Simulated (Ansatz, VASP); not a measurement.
# WS2 in VASP and in Ansatz

```
S W
1.0
     3.15955    0.00000    0.00000
    -1.57977    2.73625    0.00000
     0.00000    0.00000   32.29109
S W
2 1
Cartesian
  0.0000 1.8242 14.5697
  0.0000 1.8242 17.7218
  1.5798 0.9121 16.1457
```

Alike in both runs: functional PBE; dispersion D3(BJ); k mesh 12 × 12 × 1; occupations gaussian, width 0.02 eV; no spin polarisation.

Ansatz relaxed the structure, and its values are those at the end. VASP's run is a single point on that final structure, the one shown.

```csv
,VASP,Ansatz
version,VASP 6.6.1,Ansatz 0.2.0
potentials or method,"VASP PAW PBE potentials, release 64 (S, W_sv)","scalar-relativistic, plane waves, PAW"
plane-wave cutoff (eV),520,420
valence electrons in the cell,26,26
```

```tsv
	VASP	Ansatz	Ansatz less VASP
gap on the k mesh at the Fermi level (eV)	1.92	1.92	-0.003
least direct gap on the mesh (eV)	1.92	1.92	-0.003
```

Ansatz warned: «near_symmetry_operation_missed_by_atoms».

Caveats: spin-orbit coupling is left out, which moves the levels of the heavy elements.
